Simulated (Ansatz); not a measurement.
SiO2: strain energy, fitted

SiO2, I-42d, a = 4.929 Å, c = 7.289 Å. This isn't the usual stable structure of the compound. Ansatz: LDA, PAW, 420 eV, Γ-centred 6×6×4 mesh on 12 atoms, Gaussian smearing 0.02 eV; no spin polarisation. Series: biaxial strain in the a-b plane, c and atoms relaxed; x is the strain in per cent. y is the free energy over the unstrained cell, V0 = 14.756 Å³/atom.

```
x (%) y (meV/atom)
 -4.5             ?
 -3.0          2.91
 -1.5          0.72
  0.0          0.00
  1.5          0.79
  3.0          3.06
```

Task: Fit y = c2 x² + c3 x³ to the other rows, turn c2 into a modulus, and predict the missing energy.

Result: Least squares on the rows shown. y = 0.3319 x² + 0.002895 x³. In eV per unit strain² c2 is 3.319; M is the biaxial modulus (E = M V0 ε²): 3.319 × 160.2 / (14.756) = 36 GPa. At x = -4.5 the fit asked for gives 6.46 meV/atom. The run gave 6.52 meV/atom, so the fit is 0.06 meV/atom too low, a small miss on the scale of the series. The form still works here, 25 % of the fitted range beyond its end.